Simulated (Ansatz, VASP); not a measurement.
**KTaO3: VASP beside Ansatz**

```
CELL_PARAMETERS angstrom
3.99488 0.00000 0.00000
0.00000 3.99488 0.00000
0.00000 0.00000 3.99488
ATOMIC_POSITIONS crystal
K 0.50000 0.50000 0.50000
Ta 0.00000 0.00000 0.00000
O 0.00000 0.50000 0.00000
O 0.00000 0.00000 0.50000
O 0.50000 0.00000 0.00000
```

The cell is a database's computed one.

Alike in both runs: task relaxation of cell and atoms; functional PBEsol; k mesh 8 × 8 × 8; occupations gaussian, width 0.02 eV; no spin polarisation.

```csv
,VASP,Ansatz
version,VASP 6.6.1,Ansatz 0.2.0
potentials or method,"VASP PAW PBE potentials, release 64 (K_sv, Ta_pv, O)","scalar-relativistic, plane waves, PAW"
plane-wave cutoff (eV),600,420
valence electrons in the cell,38,40
```

```csv
,VASP,Ansatz,Ansatz less VASP
"gap on the k mesh at the Fermi level, each at its own relaxed structure (eV)",2.09,2.14,+0.050
relaxed volume (Å³/atom),12.70,12.66,-0.033
relaxed cell length with the largest relative difference (Å),3.989,3.986,-0.0035
```

The two sets of potentials don't hold the same shells in valence.

Caveats: the PAW data sets were made with another functional, which shifts forces and pressure a little (VASP); spin-orbit coupling is left out, which moves the levels of the heavy elements. PBEsol gaps usually lie below the measured ones, often by a third to a half. A k mesh can miss the band edges.
